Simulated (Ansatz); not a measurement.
# BN (Qingsongite): how the settings move a single-point run

Question: which choices in the input matter for BN (Qingsongite)?

Program: Ansatz 0.2.0. Level of theory: reference: DFT, PBEsol, plane waves, PAW. These are calculated values, not measurements.

2 further runs of the same task are left out: 2 that didn't finish.

## Step 1: Starting point

It takes space group F-43m (No. 216, cubic). The conventional cell has a = 3.610 Å, b = 3.610 Å, c = 3.610 Å, α = 90.00°, β = 90.00°, γ = 90.00°. Around B (site symmetry -43m) lie 4 N at 1.56 Å. Around N (site symmetry -43m) lie 4 B at 1.56 Å.

As a file:

```
CELL_PARAMETERS angstrom
0.00000 1.80482 1.80482
1.80482 0.00000 1.80482
1.80482 1.80482 0.00000
ATOMIC_POSITIONS crystal
B 0.00000 0.00000 0.00000
N 0.25000 0.25000 0.25000
```

## Step 2: Reference

The input, input.yaml:

```yaml
crystal:
  lattice:
    - [0.0, 1.8048245542, 1.8048245542]
    - [1.8048245542, 0.0, 1.8048245542]
    - [1.8048245542, 1.8048245542, 0.0]
  atoms:
    - { symbol: B, position: [0.0, 0.0, 0.0] }
    - { symbol: "N", position: [0.25, 0.25, 0.25] }
kpoints:
  mp_grid: { grid: [8, 8, 8] }
hamiltonian:
  xc: pbesol
scf:
  occupations: { method: fixed }
  n_extra_bands: 4
output:
  forces: true
  stress: true
  eigenvalues: true
  write_density: true
  write_potential: true
  elf: true
  volumetric_format: npy
```

On the command line:

```console
> ansatz run input.yaml --threads 4 --pin off --max-ram 3686MiB --backend cpu --events-out ev --progress --plain --runs-dir out
```

## Step 3: Changing settings: xc mr2scan

input.yaml: that of step 2 with these lines changed.

```diff
@@ -11,3 +11,3 @@
 hamiltonian:
-  xc: pbesol
+  xc: mr2scan
 scf:
@@ -19,5 +19 @@
   eigenvalues: true
-  write_density: true
-  write_potential: true
-  elf: true
-  volumetric_format: npy
```

## Step 4: Changed: ecutwfc 350

input.yaml: that of step 2 with these lines changed.

```diff
@@ -19,5 +19,3 @@
   eigenvalues: true
-  write_density: true
-  write_potential: true
-  elf: true
-  volumetric_format: npy
+basis:
+  ecutwfc: 350
```

## Step 5: Changing settings: occupations.method methfessel_paxton, occupations.width 0.5

input.yaml: that of step 2 with these lines changed.

```diff
@@ -13,3 +13,3 @@
 scf:
-  occupations: { method: fixed }
+  occupations: { method: methfessel_paxton, width: 0.5 }
   n_extra_bands: 4
@@ -19,5 +19 @@
   eigenvalues: true
-  write_density: true
-  write_potential: true
-  elf: true
-  volumetric_format: npy
```

## Step 6: Variant: occupations.method gaussian, occupations.width 0.5

input.yaml: that of step 2 with these lines changed.

```diff
@@ -13,3 +13,3 @@
 scf:
-  occupations: { method: fixed }
+  occupations: { method: gaussian, width: 0.5 }
   n_extra_bands: 4
@@ -19,5 +19 @@
   eigenvalues: true
-  write_density: true
-  write_potential: true
-  elf: true
-  volumetric_format: npy
```

## Step 7: Changing settings: ecutwfc 200

input.yaml: that of step 2 with these lines changed.

```diff
@@ -19,5 +19,3 @@
   eigenvalues: true
-  write_density: true
-  write_potential: true
-  elf: true
-  volumetric_format: npy
+basis:
+  ecutwfc: 200
```

## Step 8: Changed: mixing.ndim 2

input.yaml: that of step 2 with these lines changed.

```diff
@@ -15,2 +15,4 @@
   n_extra_bands: 4
+  mixing: { ndim: 2 }
+  max_iter: 76
 output:
@@ -19,5 +21 @@
   eigenvalues: true
-  write_density: true
-  write_potential: true
-  elf: true
-  volumetric_format: npy
```

Before running it: what results should come out? Wanted: for each run, ending; energy change; pressure; gap; force.

**Answer**, as computed:

```csv
run,ending,energy change,pressure (GPa),gap (eV),force (eV/Å),cycles,time
reference,converged,0,-1.3,4.29,0.00,6,0.48 s
1: xc mr2scan,converged,not comparable,0.0,5.00,0.00,6,0.69 s
2: ecutwfc 350,converged,+33.1 meV/atom,-2.0,4.29,0.00,6,0.38 s
"3: occupations.method methfessel_paxton, occupations.width 0.5",converged,0.0 meV/atom (σ→0),-1.3,4.29,0.00,5,0.4 s
"4: occupations.method gaussian, occupations.width 0.5",converged,0.0 meV/atom (σ→0),-1.3,4.29,0.00,6,0.4 s
5: ecutwfc 200,converged,+2.10 eV/atom,35.7,3.37,0.00,7,0.34 s
6: mixing.ndim 2,converged,0.0 meV/atom,-1.3,4.29,0.00,7,0.43 s
```

Times don't compare one to one where runs were asked for different outputs or read a saved state (see the inputs); cycles may leave out searches for a lower state.

Residual by cycle in the longest SCF loop of each run; runs are numbered as in the table. The quantity is the density residual dr2, in eV.

```csv
cycle,reference,run 1,run 2,run 3,run 4,run 5,run 6
1,0.00728,0.0123,0.00968,0.00731,0.00731,0.538,0.00728
2,5.8e-4,0.00185,8.4e-4,5.8e-4,5.8e-4,0.05,5.8e-4
3,5.9e-5,1.1e-4,7.3e-5,5.9e-5,5.9e-5,0.00667,5.9e-5
4,1.5e-6,1.6e-6,1.5e-6,1.5e-6,1.5e-6,0.00101,7.0e-6
5,4.7e-9,3.6e-7,3.7e-9,4.0e-9,4.0e-9,3.1e-5,2.3e-6
6,1.4e-11,9.0e-9,6.2e-12,-,1.7e-11,3.9e-7,1.1e-7
7,-,-,-,-,-,8.3e-10,1.2e-8
```

**Reading.** Runs 2 and 5 ran under the cutoff that the potentials recommend, as the log warns, so basis error is mixed into their values, and swamps them where the cutoff is far short.
